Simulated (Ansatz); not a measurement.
# Property card for Al

The calculation used DFT PBE, scalar-relativistic, plane waves, PAW (Ansatz 0.2.0).

Plane waves to 420 eV, a k mesh through Γ of 18×18×4 on the computed 6-atom cell and Gaussian smearing (0.10 eV); no spin polarisation.

The structure is relaxed at this level of theory with its symmetry kept, and needn't be the ground state of this composition.

It takes space group P6_3/mmc (No. 194, hexagonal). The conventional cell has a = 2.857 Å, b = 2.857 Å, c = 4.710 Å, α = 90.00°, β = 90.00°, γ = 120.00°. Al (site symmetry -6m2) has 12 Al at 2.86 to 2.88 Å as nearest neighbours.

| Property | Result |
| --- | --- |
| Volume per atom | 112.3 bohr³ |
| Energy over the standard state (uncorrected) | +0.034 eV/atom |
| Kohn–Sham band gap | none (metal) |
| Density of states at the Fermi level | 2.6 states/eV per cell |
| Orbital (Löwdin) character within 0.5 eV of the Fermi level | Al 3p 64 %, Al 3s 31 %, unprojected 5 % |
| Bader charge by site (e) | Al (6 in the cell) 0.00 |

The cell was found from a structure generator's guess, not taken from experiment. Löwdin shares on free-atom orbitals overweight diffuse shells.
